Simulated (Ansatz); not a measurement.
Method: Ansatz, DFT PBE, scalar-relativistic, plane waves, PAW. Settings: cutoff 420 eV, Γ-centred meshes spaced at most about 0.3 Å⁻¹, and about 0.25 Å⁻¹ or finer for metals (2π included), Gaussian smearing. Spin is collinear in cells that carry moments; the others ran without spin or lost their moments.

Each guess is relaxed in cell and atoms at zero pressure, on a coarse mesh first where it starts far from rest and then on a converged one. The steps can't lower the symmetry of the start, but it can rise. Energies are static (0 K, no zero-point motion).

Two unrelaxed guesses for Sc₃Al₂:

A.

```
Sc Al
1.0
     2.92791    0.00000    0.00000
    -1.46395    2.53564    0.00000
     0.00000    0.00000   23.32993
Sc Al
6 4
Direct
  0.33333 0.66667 0.50000
  0.66667 0.33333 0.00000
  0.66667 0.33333 0.20000
  0.66667 0.33333 0.40000
  0.66667 0.33333 0.60000
  0.66667 0.33333 0.80000
  0.33333 0.66667 0.90000
  0.33333 0.66667 0.10000
  0.33333 0.66667 0.30000
  0.33333 0.66667 0.70000
```

B.

```
Sc Al
1.0
     7.31977   -2.53564    0.00000
     7.31977    2.53564    0.00000
     0.00000    0.00000    4.66599
Sc Al
6 4
Direct
  0.83333 0.16667 0.25000
  0.43333 0.76667 0.25000
  0.23333 0.56667 0.25000
  0.16667 0.83333 0.75000
  0.76667 0.43333 0.75000
  0.56667 0.23333 0.75000
  0.03333 0.36667 0.25000
  0.63333 0.96667 0.25000
  0.36667 0.03333 0.75000
  0.96667 0.63333 0.75000
```

Question: Where do they end, and which end is lower?

Answer: A ends lower, by 12 meV/atom. A: P-6m2 at 17.3 Å³/atom → P-6m2 at 21.6 Å³/atom; B: Cmcm at 17.3 Å³/atom → Cmcm at 21.0 Å³/atom. Counting all near atoms (those within 1.25 times the shortest distance at each site), the end of A and the end of B both have Sc 12, Al 12. End of A. Conventional cell: a = 3.211 Å, c = 24.222 Å. Sc on a site of symmetry 3m is surrounded by 3 Al at 3.01 Å and 9 Sc at 3.21–3.25 Å; Sc on a site of symmetry -6m2 has 12 Sc at 3.21–3.25 Å; Al on its first site is surrounded by 6 Sc at 3.00 Å and 6 Al at 3.21 Å; 3 more sites not described. End of B. Conventional cell: a = 15.582 Å, b = 5.473 Å, c = 4.937 Å. Sc on a site of symmetry m2m is surrounded by 10 Sc at 3.06–3.22 Å and 2 Al at 3.13 Å; around Sc on a site of symmetry m lie 5 Al at 2.98–3.17 Å and 7 Sc at 3.06–3.32 Å; around Al lie 6 Sc at 2.98–3.17 Å and 6 Al at 3.04–3.14 Å.

Ends held by symmetry can be saddle points. Neither end is the lowest form computed: that has Sc and Al ordered on fcc sites, space group I4/mmm (No. 139) and lies 219 meV/atom below the better end. For metals, differences of a few meV/atom aren't resolved. Another magnetic order may lie lower. Some candidate types were left out of the draw beforehand, so a known form may be missing.
